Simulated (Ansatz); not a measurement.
Runs of Ansatz 0.2.0 on Co. Symmetry: P6_3/mmc, No. 194, hexagonal system. The conventional cell has a = 2.471 Å, b = 2.471 Å, c = 8.088 Å, α = 90.00°, β = 90.00°, γ = 120.00°. Around Co (site symmetry -6m2) lie 12 Co at 2.47 Å. Co (site symmetry -3m) has 12 Co at 2.47 Å as nearest neighbours. 

```tsv
task	level	cell	k mesh	cutoff (eV)	smearing	points for each segment of the path	mesh quality	gap on the mesh (eV)	pressure (GPa)	moment (μB)	relaxed volume (Å³/atom)
relaxation of cell and atoms	BLYP	relaxed	12 × 12 × 4	420	fermi-dirac 0.05 eV	-	not flagged	-	0.0	6.68	(b)
single point	PBE	as given	12 × 12 × 4	420	gaussian 0.012 eV	-	not flagged	none	4.7	6.62	-
relaxation of cell and atoms	revPBE	relaxed	12 × 12 × 4	420	fermi-dirac 0.05 eV	-	not flagged	-	0.0	6.76	(a)
single point	r2SCANh	as given	6 × 6 × 2	500	fermi-dirac 0.05 eV	-	coarse	none	4.2	7.38	-
band structure	BLYP	as given	12 × 12 × 4	420	fermi-dirac 0.05 eV	14	not flagged	none	13.9	6.45	-
band structure	PBEsol	as given	12 × 12 × 4	420	fermi-dirac 0.05 eV	14	not flagged	none	-5.7	6.59	-
relaxation of cell and atoms	PBEsol	relaxed	12 × 12 × 4	420	fermi-dirac 0.05 eV	-	not flagged	-	0.0	6.48	10.42
single point	r2SCAN0	as given	6 × 6 × 2	500	fermi-dirac 0.05 eV	-	coarse	none	16.2	7.64	-
```

Alike in all rows: potentials or basis Ansatz PAW; spin collinear, ferromagnetic start.

Problem. Fill in the values left out.

Solution. (a) 11.14; (b) 11.40.

Caveats: some runs use coarse meshes; the PAW data sets come from PBE, with cores solved anew for the run's functional, which leaves a small shift of forces and pressure (some runs); the plane-wave basis is chosen anew once the cell has moved, so the energies of steps on either side of that aren't comparable (some runs); the magnetic or orbital state may not be the lowest (some runs); the thresholds are loose for stress (some runs); so large a pressure means that the cell lies far from this level's equilibrium, or that cutoff or potentials fall short (some runs).

A gap of «none» marks a metal or a gap under the smearing width.
